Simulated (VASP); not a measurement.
# SiC (F-43m) in VASP: Born charges and dielectric tensor with LDA

Aim: the Born charges and dielectric tensor of SiC with LDA.

Program: VASP 6.6.1. These are calculated values, not measurements. Logs are shortened: lines on timing, memory, paths and dates and some standing lists are left out, and cuts for length are marked.

**Measured values to compare with.**

“Insight into the structural, elastic and electronic properties of a new orthorhombic 6O-SiC polytype”, 2020, pmc:7200658 quotes, for a bulk crystal of SiC: band gap 2.4 eV (indirect).

From “Infrared properties of SiC particles”, 1999, arxiv:astro-ph/9903031, for a bulk crystal of SiC: high-frequency dielectric constant 6.49.

How close the calculation comes is told below.

## Step 1: The structure

It takes space group F-43m (No. 216, cubic). The conventional cell has a = 4.358 Å, b = 4.358 Å, c = 4.358 Å, α = 90.00°, β = 90.00°, γ = 90.00°. Si (site symmetry -43m) is surrounded by 4 C at 1.89 Å. C (site symmetry -43m) has 4 Si at 1.89 Å as nearest neighbours.

The cell is a database's computed one.

## Step 2: Born charges and dielectric tensor, LDA

INCAR

```
SYSTEM = SiC
  PREC = Accurate
  ENCUT = 600
  EDIFF = 1E-8
  ISMEAR = 0
  SIGMA = 0.02
  LREAL = .FALSE.
  LASPH = .TRUE.
  NELM = 100
  ALGO = Fast
  ISIF = 2
  LWAVE = .FALSE.
  LCHARG = .FALSE.
  LEPSILON = .TRUE.
  IBRION = 8
  NSW = 1
```

KPOINTS

```
regular mesh
0
G
  10 10 10
  0 0 0
```

POSCAR

```
SiC
1.0
    0.0000000000      2.1791100000      2.1791100000
    2.1791100000      0.0000000000      2.1791100000
    2.1791100000      2.1791100000      0.0000000000
Si C
1 1
Direct
    0.7500000000      0.7500000000      0.7500000000
    0.0000000000      0.0000000000      0.0000000000
```

Potentials or basis: VASP PAW LDA potentials, release 64 (Si, C).

Command:

```
> cat potpaw_LDA.64/Si/POTCAR potpaw_LDA.64/C/POTCAR > POTCAR
> mpirun -np 1 vasp_std > vasp.out
```

OUTCAR:

```text
SYSTEM = SiC
   PREC = Accurate
   ENCUT = 600
   EDIFF = 1E-8
   ISMEAR = 0
   LREAL = .FALSE.
   LASPH = .TRUE.
   NELM = 100
   ISIF = 2
   LEPSILON = .TRUE.
   IBRION = 8
   NSW = 1

 ion  position               nearest neighbor table
   1  0.750  0.750  0.750-   2 1.89   2 1.89   2 1.89   2 1.89
   2  0.000  0.000  0.000-   1 1.89   1 1.89   1 1.89   1 1.89

  LATTYP: Found a face centered cubic cell.
 ALAT       =     4.3582200000

  Lattice vectors:

 A1 = (   0.0000000000,   2.1791100000,   2.1791100000)
 A2 = (   2.1791100000,   0.0000000000,   2.1791100000)
 A3 = (   2.1791100000,   2.1791100000,   0.0000000000)

Analysis of symmetry for initial positions (statically):
=====================================================================
 Subroutine PRICEL returns:
 Original cell was already a primitive cell.

 Routine SETGRP: Setting up the symmetry group for a
 face centered cubic supercell.

 Subroutine GETGRP returns: Found 24 space group operations
 (whereof 24 operations were pure point group operations)
 out of a pool of 48 trial point group operations.

The static configuration has the point symmetry T_d .

Analysis of symmetry for dynamics (positions and initial velocities):
=====================================================================
 Subroutine PRICEL returns:
 Original cell was already a primitive cell.

 Routine SETGRP: Setting up the symmetry group for a
 face centered cubic supercell.

 Subroutine GETGRP returns: Found 24 space group operations
 (whereof 24 operations were pure point group operations)
 out of a pool of 48 trial point group operations.

The dynamic configuration has the point symmetry T_d .

 Subroutine INISYM returns: Found 24 space group operations
 (whereof 24 operations are pure point group operations),
 and found     1 'primitive' translations

----------------------------------------------------------------------------------------

                                     Primitive cell

  volume of cell :      20.6951

  direct lattice vectors                    reciprocal lattice vectors
     0.000000000  2.179110000  2.179110000    -0.229451473  0.229451473  0.229451473
     2.179110000  0.000000000  2.179110000     0.229451473 -0.229451473  0.229451473
     2.179110000  2.179110000  0.000000000     0.229451473  0.229451473 -0.229451473

  length of vectors
     3.081726916  3.081726916  3.081726916     0.397421610  0.397421610  0.397421610

  position of ions in fractional coordinates (direct lattice)
     0.750000000  0.750000000  0.750000000
     0.000000000  0.000000000  0.000000000

  ion indices of the primitive-cell ions
   primitive index   ion index
                 1           1
                 2           2

----------------------------------------------------------------------------------------

 KPOINTS: regular mesh

Automatic generation of k-mesh.
 Grid dimensions read from file:
 generate k-points for:   10   10   10

 Generating k-lattice:

  Cartesian coordinates                     Fractional coordinates (reciprocal lattice)
    -0.022945147  0.022945147  0.022945147     0.100000000  0.000000000  0.000000000
[... 415 lines left out ...]
  ---------------------------------------------------
  free energy    TOTEN  =        -0.36495277 eV

  energy without entropy =       -0.36495277

------------------------ aborting loop because EDIFF is reached ----------------------------------------

--------------------------------------- Ionic step        2  -------------------------------------------

------------------------ aborting loop because EDIFF is reached ----------------------------------------

--------------------------------------- Ionic step        3  -------------------------------------------

------------------------ aborting loop because EDIFF is reached ----------------------------------------

 PIEZOELECTRIC TENSOR FIELD DIRECTION 3  (e Angst)
 -----------------------------------------------------------------------------
    -0.00063 -1.26564  0.00000           ( -0.00000 -0.05580  0.00000)
    -1.26564 -0.00063  0.00000           ( -0.05580 -0.00000  0.00000)
     0.00000  0.00000  0.00077           (  0.00000  0.00000 -0.00000)

 PIEZOELECTRIC TENSOR FIELD DIRECTION 3  (C/m^2)
 -----------------------------------------------------------------------------
    -0.00049 -0.97984  0.00000
    -0.97984 -0.00049  0.00000
     0.00000  0.00000  0.00059

--------------------------------------- Ionic step        4  -------------------------------------------

------------------------ aborting loop because EDIFF is reached ----------------------------------------

[... ionic steps 5 to 6 ...]

--------------------------------------- Ionic step        7  -------------------------------------------

 Free energy of the ion-electron system (eV)
  ---------------------------------------------------
  ---------------------------------------------------
  free energy    TOTEN  =        -0.12395015 eV

  energy without entropy =       -0.12395015

------------------------ aborting loop because EDIFF is reached ----------------------------------------

 INTERNAL STRAIN TENSOR  FOR ION    2  DIRECTION 1   (eV/Angst):
 -----------------------------------------------------------------------------
    -0.00815  0.00000  0.00000
     0.00000  0.00346 -7.61232
     0.00000 -7.61232  0.00346

 MACROSCOPIC STATIC DIELECTRIC TENSOR (including local field effects in DFT)
 ------------------------------------------------------
           7.021367    -0.000000    -0.000000
          -0.000000     7.021367    -0.000000
          -0.000000    -0.000000     7.021367
 ------------------------------------------------------

 PIEZOELECTRIC TENSOR (including local field effects)  for field in x, y, z        (e  Angst)
          XX          YY          ZZ          XY          YZ          ZX
  --------------------------------------------------------------------------------
  x    -0.00000    -0.00000     0.00000     0.00000    -1.26297     0.00000
  y     0.00000    -0.00000    -0.00000     0.00000     0.00000    -1.26297
  z    -0.00000     0.00000    -0.00000    -1.26297     0.00000     0.00000

 PIEZOELECTRIC TENSOR (including local field effects)  for field in x, y, z        (C/m^2)
          XX          YY          ZZ          XY          YZ          ZX
  --------------------------------------------------------------------------------
  x    -0.00000    -0.00000     0.00000     0.00000    -0.97777     0.00000
  y     0.00000    -0.00000    -0.00000     0.00000     0.00000    -0.97777
  z    -0.00000     0.00000    -0.00000    -0.97777     0.00000     0.00000

 BORN EFFECTIVE CHARGES (including local field effects) (in |e|, cummulative output)
 ---------------------------------------------------------------------------------
 ion    1
    1     2.70106     0.00000     0.00000
    2     0.00000     2.70106     0.00000
    3     0.00000    -0.00000     2.70106
 ion    2
    1    -2.70106     0.00000     0.00000
    2    -0.00000    -2.70106    -0.00000
    3    -0.00000     0.00000    -2.70106

 INTERNAL STRAIN TENSOR FOR ION    2 for displacements in x,y,z  (eV/Angst):
          X           Y           Z          XY          YZ          ZX
  --------------------------------------------------------------------------------
  x    -0.00000     0.00000     0.00000     0.00000    -7.61232     0.00000
  y     0.00000     0.00000     0.00000     0.00000     0.00000    -7.61232
  z     0.00000     0.00000    -0.00000    -7.61232     0.00000     0.00000

 SECOND DERIVATIVES (NOT SYMMETRIZED)
 ------------------------------------
               1X          1Y          1Z          2X          2Y          2Z
  1X   -18.812277    0.000000    0.000000   18.812277    0.000000    0.000000
  1Y     0.000000  -18.812277    0.000000    0.000000   18.812277    0.000000
  1Z     0.000000    0.000000  -18.812277    0.000000    0.000000   18.812277
  2X    18.811085    0.000000    0.000000  -18.811085    0.000000    0.000000
  2Y     0.000000   18.811085    0.000000    0.000000  -18.811085    0.000000
  2Z     0.000000    0.000000   18.811085    0.000000    0.000000  -18.811085

 Eigenvectors and eigenvalues of the dynamical matrix
 ----------------------------------------------------

   1 f  =   23.376823 THz   146.880913 2PiTHz  779.766892 cm-1    96.678729 meV
             X         Y         Z           dx          dy          dz
      3.268665  3.268665  3.268665     0.000000    0.547329    0.000000
      0.000000  0.000000  0.000000     0.000000   -0.836917    0.000000
[... 21 lines left out ...]
   6 f/i=    0.000339 THz     0.002133 2PiTHz    0.011324 cm-1     0.001404 meV
             X         Y         Z           dx          dy          dz
      3.268665  3.268665  3.268665     0.000000    0.000000    0.836917
      0.000000  0.000000  0.000000     0.000000    0.000000    0.547329

--------------------------------------------------------------------------------------------------------

 MACROSCOPIC STATIC DIELECTRIC TENSOR IONIC CONTRIBUTION
 ------------------------------------------------------
           3.391081     0.000000     0.000000
           0.000000     3.391081    -0.000000
           0.000000    -0.000000     3.391081
 ------------------------------------------------------

 ELASTIC MODULI CONTR FROM IONIC RELAXATION (kBar)
 Direction    XX          YY          ZZ          XY          YZ          ZX
 --------------------------------------------------------------------------------
 XX          -0.0000      0.0000      0.0000      0.0000      0.0000      0.0000
 YY           0.0000     -0.0000      0.0000      0.0000      0.0000     -0.0000
 ZZ           0.0000      0.0000     -0.0000      0.0000      0.0000      0.0000
 XY           0.0000      0.0000      0.0000   -216.1498      0.0000      0.0000
 YZ           0.0000      0.0000      0.0000      0.0000   -216.1498      0.0000
 ZX           0.0000     -0.0000      0.0000      0.0000      0.0000   -216.1498
 --------------------------------------------------------------------------------

 PIEZOELECTRIC TENSOR IONIC CONTR  for field in x, y, z        (C/m^2)
          XX          YY          ZZ          XY          YZ          ZX
  --------------------------------------------------------------------------------
  x    -0.00000     0.00000     0.00000     0.00000     0.80560     0.00000
  y    -0.00000     0.00000    -0.00000     0.00000     0.00000     0.80560
  z    -0.00000    -0.00000    -0.00000     0.80560     0.00000    -0.00000
```

Run time: 2.6 min. Hardware: 1 thread of AMD EPYC 9R45 (Zen 5), shared host; peak memory 0.2 GiB.

Results:

```
Band gap on the k mesh                                  : 1.31 eV, indirect (least direct gap 4.50 eV)
Electronic dielectric tensor (diagonal)                 : 7.02
Born charges (mean of the diagonal)                     : Si +2.70; C -2.70 e
Highest phonon frequency at Γ, LO-TO splitting left out : 780 cm⁻¹
```

Phonon frequencies in cm⁻¹ (negative: imaginary):
```tsv
q point	frequencies
(0.000, 0.000, 0.000)	0 0 0 780 780 780
```

Electronic dielectric tensor:
```
7.02 0.00 0.00
0.00 7.02 0.00
0.00 0.00 7.02
```

Born effective charge tensors (e):
atom 1, Si
```
2.70 0.00 0.00
0.00 2.70 0.00
0.00 0.00 2.70
```
atom 2, C
```
-2.70  0.00  0.00
 0.00 -2.70  0.00
 0.00  0.00 -2.70
```

## Step 3: Comparison with measurements

Step 2. Measured gap of SiC: 2.4 eV (indirect; quoted in “Insight into the structural, elastic and electronic properties of a new orthorhombic 6O-SiC polytype”, 2020, pmc:7200658). This calculation gives 1.31 eV (-1.09 eV). The value is that of LDA on a finite k mesh, which can miss the band edges, without temperature or zero-point motion. Semilocal functionals fall short of measured gaps as a rule. The cell is a database's relaxed one, not the measured one, which moves gaps too. A measured high-frequency dielectric constant of SiC is 6.49 (quoted in “Infrared properties of SiC particles”, 1999, arxiv:astro-ph/9903031); the calculated 7.02 misses it by +8.2 %.
